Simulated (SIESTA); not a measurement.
A run of SIESTA 5.4.2 is set up as follows.

File Ni.fdf:

```
SystemName                      Ni
SystemLabel                     Ni
NumberOfSpecies                 1
NumberOfAtoms                   1
%block ChemicalSpeciesLabel
  1  28 Ni
%endblock ChemicalSpeciesLabel

LatticeConstant                 1.0 Ang
%block LatticeVectors
    -1.3837154700     1.3837154700     1.3837154700
     1.3837154700    -1.3837154700     1.3837154700
     1.3837154700     1.3837154700    -1.3837154700
%endblock LatticeVectors
AtomicCoordinatesFormat         Fractional
%block AtomicCoordinatesAndAtomicSpecies
     0.0000000000     0.0000000000     0.0000000000  1  Ni
%endblock AtomicCoordinatesAndAtomicSpecies

%block kgrid.MonkhorstPack
   13   0   0  0.0
    0  13   0  0.0
    0   0  13  0.0
%endblock kgrid.MonkhorstPack
XC.Functional                   GGA
XC.Authors                      PBEsol
PAO.BasisSize                   DZP
PAO.EnergyShift                 0.003 Ry
Mesh.Cutoff                     800 Ry
Spin                            polarized
%block DM.InitSpin
    1   1.000
%endblock DM.InitSpin
OccupationFunction              FD
ElectronicTemperature           0.05 eV
MaxSCFIterations                200
SCF.MustConverge                false
SCF.Mixer.Method                Pulay
SCF.Mixer.Weight                0.1
SCF.Mixer.History               10
SCF.DM.Tolerance                5.0e-05
SCF.H.Tolerance                 1.0e-03 eV
WriteForces                     true
Charge.Mulliken                 end
BandLinesScale                  ReciprocalLatticeVectors
%block BandLines
    1    0.000000   0.000000   0.000000  \Gamma
   17    0.500000  -0.500000   0.500000  H
   12    0.000000   0.000000   0.500000  N
   12    0.000000   0.000000   0.000000  \Gamma
   15    0.250000   0.250000   0.250000  P
   15    0.500000  -0.500000   0.500000  H
    1    0.250000   0.250000   0.250000  P
    9    0.000000   0.000000   0.500000  N
%endblock BandLines
%block PAO.Basis
  Ni 5
  n=3 0 2
    2.437 0.000
  n=4 0 2
    7.067 0.000
  n=3 1 2
    2.721 0.000
  n=4 1 1
    7.067
  n=3 2 2
    4.466 0.000
%endblock PAO.Basis
```

Potentials or basis: PseudoDojo 0.4 standard (PBEsol files), DZP (energy shift 0.003 Ry; two zetas on semicore shells).

Run with:

```bash
$ siesta < Ni.fdf > Ni.out 2>&1
```

**Question.** Predict the band gap on the k mesh.

**Answer.** None (metal or under the smearing width).

**Question.** Predict the pressure.

**Answer.** -3.4 GPa.

**Question.** Predict the net moment.

**Answer.** 0.61 μB per cell.

Levels at the corners of the path, in eV from the Fermi level:
Spin up:
```
point  band 6  band 7  band 8  band 9  band 10  band 11  band 12  band 13
    Γ   -2.43   -2.43   -2.43   -0.94    -0.94    33.95    33.95    33.95
    H   -4.42   -0.29   -0.29   -0.29     9.92     9.92     9.92    16.64
    N   -3.40   -1.02   -0.78   -0.05     0.04     6.92    21.48    26.23
    Γ   -2.43   -2.43   -2.43   -0.94    -0.94    33.95    33.95    33.95
    P   -3.34   -3.34   -0.75   -0.75     8.36     8.36     8.36    11.45
    H   -4.42   -0.29   -0.29   -0.29     9.92     9.92     9.92    16.64
    P   -3.34   -3.34   -0.75   -0.75     8.36     8.36     8.36    11.45
    N   -3.40   -1.02   -0.78   -0.05     0.04     6.92    21.48    26.23
```
Spin down:
```csv
point,band 6,band 7,band 8,band 9,band 10,band 11,band 12,band 13
Γ,-1.72,-1.72,-1.72,-0.34,-0.34,34.13,34.13,34.13
H,-4.00,0.51,0.51,0.51,9.95,9.95,9.95,16.81
N,-2.75,-0.38,-0.16,0.03,0.75,7.29,21.58,26.38
Γ,-1.72,-1.72,-1.72,-0.34,-0.34,34.13,34.13,34.13
P,-2.81,-2.81,-0.13,-0.13,8.62,8.62,8.62,11.57
H,-4.00,0.51,0.51,0.51,9.95,9.95,9.95,16.81
P,-2.81,-2.81,-0.13,-0.13,8.62,8.62,8.62,11.57
N,-2.75,-0.38,-0.16,0.03,0.75,7.29,21.58,26.38
```

Caveat: short orbitals over semicore shells can move pressures by several GPa; the basis of atomic orbitals isn't converged, which shifts pressures, moduli and gaps.
